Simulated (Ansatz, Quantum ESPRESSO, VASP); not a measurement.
Si2Ni: programs and potentials compared

```xyz
3
Lattice="0.0000 2.7030 2.7030 2.7030 0.0000 2.7030 2.7030 2.7030 0.0000" Properties=species:S:1:pos:R:3 pbc="T T T"
Ni    0.0000    0.0000    0.0000
Si    4.0545    4.0545    4.0545
Si    1.3515    1.3515    1.3515
```

Alike in all runs: task single point; functional PBEsol; k mesh 9 × 9 × 9; occupations fermi-dirac, width 0.05 eV; collinear spin, ferromagnetic start; no spin-orbit coupling. Pressure is positive in compression and, in plane waves, holds the error of the finite cutoff, which Ansatz's Pulay term estimates and takes out.

| program and potentials | plane-wave cutoff (eV) | notes | pressure (GPa) | net moment per atom (μB) |
| --- | --- | --- | --- | --- |
| Ansatz, Ansatz PAW | 420 | potentials made for PBE, which Ansatz adapts in part; 8.67 valence electrons an atom on average; Pulay term of +0.05 GPa included | -0.90 | 0.00 |
| Ansatz, all-electron LAPW, scalar-relativistic | - | - | -0.92 | 0.00 |
| Quantum ESPRESSO, GBRV 1.5 PBEsol | 612 | 8.67 valence electrons an atom on average | -0.81 | 0.00 |
| VASP, PBE PAW files Ni, Si, 520 eV | 520 | potentials made for PBE; 6 valence electrons an atom on average | ? | ? |

**Question.** Estimate from the other rows what the run with VASP, PBE PAW files Ni, Si, 520 eV gave.

**Answer.** Pressure -0.77 GPa; net moment per atom 0.00 μB. The other rows, which needn't bracket it: pressure -0.92 to -0.81; net moment per atom 0.00.
